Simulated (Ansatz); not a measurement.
BaO (rocksalt) (r2SCAN geometry), in Ansatz:

```cif
data_structure
_symmetry_space_group_name_H-M 'P 1'
_symmetry_Int_Tables_number 1
_cell_length_a 3.9201
_cell_length_b 3.9201
_cell_length_c 3.9201
_cell_angle_alpha 60.000
_cell_angle_beta 60.000
_cell_angle_gamma 60.000
_cell_volume 42.60
loop_
_atom_site_label
_atom_site_type_symbol
_atom_site_fract_x
_atom_site_fract_y
_atom_site_fract_z
_atom_site_occupancy
Ba1 Ba 0.00000 0.00000 0.00000 1
O1 O 0.50000 0.50000 0.50000 1
```

G0W0@PBE with 160 empty bands, a screening cutoff of 140 eV and a 4×4×4 mesh (PAW, contour deformation) gives 3.148 eV over the mesh points, from a PBE gap of 2.046 eV; it sums over 168 bands with 169 plane waves in the screening and a wave cutoff of 420 eV. G0W0 values are finite-basis, finite-mesh values. No spin polarisation and no zero-point or thermal motion.

(1) Estimate the gap with frequency model Godby-Needs pole.

(2) Estimate the gap with empty bands 294, screening cutoff 210 eV.

Results:

(1) 3.087 eV (-0.061 eV), from a Kohn-Sham gap of 2.046 eV.

(2) 3.275 eV (+0.127 eV), from a Kohn-Sham gap of 2.046 eV.

Spin-orbit coupling is left out.
